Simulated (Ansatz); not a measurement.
The system is Ba.

```
CELL_PARAMETERS angstrom
-2.50650 2.50650 2.50650
2.50650 -2.50650 2.50650
2.50650 2.50650 -2.50650
ATOMIC_POSITIONS crystal
Ba 0.00000 0.00000 0.00000
```

| Property | Result |
| --- | --- |
| Program | Ansatz 0.2.0 |
| Task | relaxation of cell and atoms |
| Functional | PBEsol |
| Potentials or basis | all-electron LAPW, scalar-relativistic |
| Basis error allowed | 0.001 eV/atom |
| k mesh | 8 × 8 × 8 |
| Occupations | fermi-dirac, width 0.05 eV |
| Spin | no spin polarisation |

At the start: volume 62.99 Å³/atom.

**Question.** Where does the relaxation end?

**Answer.** Over 5 steps the energy falls by 11.8 meV/atom and the volume is 57.94 Å³/atom (-8.0 %); space group Im-3m (No. 229, to 0.05 Å).

Step by step:
| step | energy change (eV) | largest force (eV/Å) | volume (Å³) |
| --- | --- | --- | --- |
| 1 | 0.0000 | 0.0000 | 62.99 |
| 2 | -0.0050 | 0.0000 | 61.72 |
| 3 | -0.0117 | 0.0000 | 57.61 |
| 4 | -0.0118 | 0.0000 | 57.94 |
| 5 | -0.0118 | 0.0000 | 57.94 |

Final structure:
```
CELL_PARAMETERS angstrom
-2.43763 2.43763 2.43763
2.43763 -2.43763 2.43763
2.43763 2.43763 -2.43763
ATOMIC_POSITIONS crystal
Ba 0.00000 0.00000 0.00000
```
